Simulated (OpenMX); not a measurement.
## CdS (Hawleyite) under changes of volume

One of the cells (24.808 Å³/atom); the others are scaled copies at fixed shape and fractional positions:

```
Cd S
1.0
     0.00000    2.91650    2.91650
     2.91650    0.00000    2.91650
     2.91650    2.91650    0.00000
Cd S
1 1
Direct
  0.00000 0.00000 0.00000
  0.75000 0.75000 0.75000
```

- Program: OpenMX 3.8.5
- Functional: PBE
- Potentials or basis: OpenMX 2013 PBE set, Cd7.0-s3p2d1, S7.0-s2p2d1, fixed grid of 45 × 45 × 45 points
- k mesh: 9 × 9 × 9
- Occupations: fermi-dirac, width 0.05 eV
- Spin: no spin polarisation

```tsv
volume (Å³/atom)	energy over the lowest point (meV/atom)	gap on the mesh (eV)
23.319	64.61	1.43
23.815	?	?
24.312	24.58	1.29
24.808	12.14	1.23
25.304	4.19	1.16
25.800	0.39	1.10
26.296	0.00	1.04
```

Problem. What does the run at 23.815 Å³/atom give?

Solution. Energy over the lowest point 41.85 meV/atom; gap on the mesh 1.36 eV.

Worked out: A Birch-Murnaghan fit of order 3 (a polynomial in V^(-2/3)) to the other rows has its minimum at 26.09 Å³/atom with B0 = V·E''(V) = 58 GPa and B' = 4.3. It gives 41.87 meV/atom at 23.815 Å³/atom, against the run's 41.85. A straight line through the other rows of the gap, of slope -3.25 eV per unit of ln V (its deformation potential), gives 1.36 eV, against the run's 1.36.

Energies are extrapolated to zero smearing.

Caveats: the basis of atomic orbitals isn't converged, which shifts pressures, moduli and gaps.

Spin-orbit coupling on Cd is left out.
